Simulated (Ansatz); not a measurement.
# Ga (fcc)

Level of theory: DFT, PBE, scalar-relativistic, no spin polarisation; plane waves to 420 eV with PAW datasets (Ansatz 0.2.0), Γ-centred 16×16×16 mesh, 0.05 eV Gaussian smearing. The datasets are Ansatz's generated set soft_2.

```
Ga
1.0
     0.00000    2.11540    2.11540
     2.11540    0.00000    2.11540
     2.11540    2.11540    0.00000
Ga
1
Cartesian
  0.0000 0.0000 0.0000
```

At room temperature and ambient pressure Ga takes another structure.

Cell and atoms are those of this level's equilibrium.

Path: Γ–X–U | K–Γ–L–W–X, with Γ = (0.000, 0.000, 0.000), X = (0.500, 0.000, 0.500), U = (0.625, 0.250, 0.625), K = (0.375, 0.375, 0.750), L = (0.500, 0.500, 0.500), W = (0.500, 0.250, 0.750) in reciprocal vectors of the calculation's cell.

Q: Is it a metal or an insulator, and if it has a gap, where are the band edges on this path?

A: A metal: bands cross the Fermi level.

Levels between -6 and 6 eV from the Fermi level at the path's named points:
| point | below E_F (eV) | above E_F (eV) |
| --- | --- | --- |
| Γ |  |  |
| X | -2.54 -2.35 | 4.92 4.92 |
| U and K | -2.20 -1.34 -0.19 |  |
| L | -4.96 -3.95 |  |
| W | -1.52 -0.19 -0.19 | 1.45 |

The calculation's cell holds 13 valence electrons, an odd number. Without magnetic order each band takes two, so one stays part-filled and the crystal must be a metal.
